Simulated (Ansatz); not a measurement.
## TiPbO₃: reading a single point

```xyz
5
Lattice="3.9413 0.0000 0.0000 0.0000 3.9413 0.0000 0.0000 0.0000 4.0379" Properties=species:S:1:pos:R:3 pbc="T T T"
Pb    0.0000    0.0000    0.0000
Ti    1.9707    1.9707    2.1199
O     1.9707    1.9707    0.2907
O     1.9707    0.0000    2.3097
O     0.0000    1.9707    2.3097
```

Single point in Ansatz 0.2.0 with PBE, no spin polarisation. Cutoff 420 eV, PAW datasets, 7×7×6 Γ-centred k mesh, methfessel-paxton filling (width 0.0968 eV).

Task: How is the charge shared?

Result: Bader charges in e: Ti +2.23, Pb +1.39, O -1.22 to -1.18. In the mean Ti gives up most and O takes most.

Task: Is the cell too large or too small?

Result: The pressure is 2.0 GPa (compression positive), so with the atoms held at these fractions the cell would first expand.

Task: Metal or insulator? Give the gap.

Result: The gap is 1.73 eV, indirect (the least direct gap found is 1.88 eV). A semilocal functional usually gives too small a gap.

Task: What do density and ELF say about some of the short contacts?

Result: Ti–O at 1.83 Å: least valence density 0.99 e/Å³ and ELF 0.26 there. Pb–O at 2.62 Å: least valence density 0.24 e/Å³ and ELF 0.14 there, a closed-shell (ionic or weak) contact. These are pseudo-fields; inside the PAW spheres they differ from the all-electron ones.

Task: Where is the largest force?

Result: The largest is on Ti2: 0.31 eV/Å, components (0.00, 0.00, -0.31). It makes 0° with the line to a nearest neighbour, O3 at 1.83 Å, pointing towards it.

Origin: a database entry at a rescaled volume. Caveats: no spin-orbit coupling, which can shift this gap by tenths of an eV.
